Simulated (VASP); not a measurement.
Consider the following.

```yaml
crystal:
  lattice:
    - [0.00000, 2.90000, 2.90000]
    - [2.90000, 0.00000, 2.90000]
    - [2.90000, 2.90000, 0.00000]
  atoms:
    - { symbol: Sr, position: [0.00000, 0.00000, 0.00000] }
    - { symbol: F, position: [0.25000, 0.25000, 0.25000] }
    - { symbol: F, position: [0.75000, 0.75000, 0.75000] }
```

Computed with PBE GGA, VASP's PBE PAW potentials (set 64) (plane waves; VASP 6.6.1). Numerical set-up: 520 eV cut-off, 6×6×6 Γ-centred mesh, Gaussian smearing of 0.050 eV, potentials Sr_sv F_s.

**Question.** Estimate the energy per atom (σ→0), pressure, band gap (on the k-mesh) with the smallest direct gap where there is one.

**Answer.** 
```
Item                                          Value
-----------------------------------  --------------
band gap (on the k-mesh)                    6.92 eV
smallest direct gap (on the k-mesh)         7.02 eV
energy per atom (σ→0)                -5.686 eV/atom
pressure                                   2.36 GPa
```

Only differences to runs with the same potentials and settings are physical.

The compound is SrF2 in the fluorite structure. The cell was not relaxed at this level. The run is one of a series of settings (POTCAR Sr_sv F_s (PBE.64 set) against the base run), some of them coarse on purpose.
